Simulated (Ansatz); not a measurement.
# BN (F-43m): G0W0 and the starting functional

```xyz
2
Lattice="0.0000 1.7467 1.7467 1.7467 0.0000 1.7467 1.7467 1.7467 0.0000" Properties=species:S:1:pos:R:3 pbc="T T T"
B     0.0000    0.0000    0.0000
N     0.8733    0.8733    0.8733
```

Held fixed (Ansatz):

| Property | Result |
| --- | --- |
| datasets | all-electron datasets in plane waves (scalar-relativistic, Gaussian nuclei) |
| k mesh | 4×4×4 |
| empty bands | 69 |
| response cutoff | 200 eV |
| frequencies | contour deformation |
| q → 0 term | analytic weight of Carrier, Rohra and Görling |
| band sums | cut at the band count |

The gap is read from Γ to k = (0, -0.5, -0.5), linearised, between the Kohn-Sham band edges among the points solved. ε∞ is the electronic dielectric constant on this mesh. Wave cutoffs: 3300, 2970 eV in the order of the table.

| orbitals | KS gap (eV) | G0W0 gap (eV) | ε∞ |
| --- | --- | --- | --- |
| PBE | 4.55 | 6.21 | 4.9 |
| r²SCAN | 5.09 | 6.41 | 4.6 |

The Kohn-Sham gaps spread over 0.54 eV and the G0W0 gaps over 0.20 eV, so the dependence on the start shrinks but stays.

The cell is a model at fixed atoms and needn't be the relaxed known crystal. Points k are given in fractions of the reciprocal vectors. The mesh is coarse, so these are values at the stated settings, not converged ones. Band sums or response are cut, so the gap isn't at its basis limit. The gap is read on the mesh, and the crystal's band edges can lie off it. With r²SCAN or HSE06 the Kohn-Sham levels are generalised ones. Meshes this coarse can overestimate the dielectric constant by a tenth and more.
